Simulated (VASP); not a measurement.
A run of VASP 6.6.1 is set up as follows.

Contents of INCAR:

```
ADDGRID  = F            
ALGO     = Normal         # electronic algorithm
EDIFF    = 1E-8           # SCF threshold, eV
ENCUT    = 900            # plane-wave cutoff, eV
GGA      = PE             # functional
ISIF     = 2              # what is computed and relaxed
ISMEAR   = -1             # smearing method
ISPIN    = 2              # spin polarisation
LASPH    = T              # aspherical terms in the spheres
LCHARG   = F              # write CHGCAR
LMAXMIX  = 6              # l up to which the mixer works
LORBIT   = 11             # projections on sites
LREAL    = F              # projectors in reciprocal space
LWAVE    = F              # write WAVECAR
MAGMOM   = 2              # initial moments
NELM     = 100            # most SCF steps
PREC     = Accurate       # precision mode
SIGMA    = 0.05           # smearing width, eV
```

Contents of KPOINTS:

```
k-points
0
Gamma
  12 12 12
```

POSCAR

```
Tm
1.0
   -1.9705499473      1.9705499473      1.9705499473
    1.9705499473     -1.9705499473      1.9705499473
    1.9705499473      1.9705499473     -1.9705499473
Tm
1
Direct
    0.0000000000      0.0000000000      0.0000000000
```

Potentials or basis: VASP PAW PBE potentials, release 64 (Tm).

Launch:

```sh
$ cat potpaw_PBE.64/Tm/POTCAR > POTCAR
$ mpirun -np 1 vasp_std > vasp.out
```

Q: What does it give for the band gap on the k mesh?

A: None (metal or under the smearing width).

Q: What does it give for the net moment?

A: 1.14 μB per cell.

Caveat: the magnetic or orbital state may not be the lowest; spin-orbit coupling is left out, which moves the levels of the heavy elements. The state reached can hang on the start; a lower one may exist.
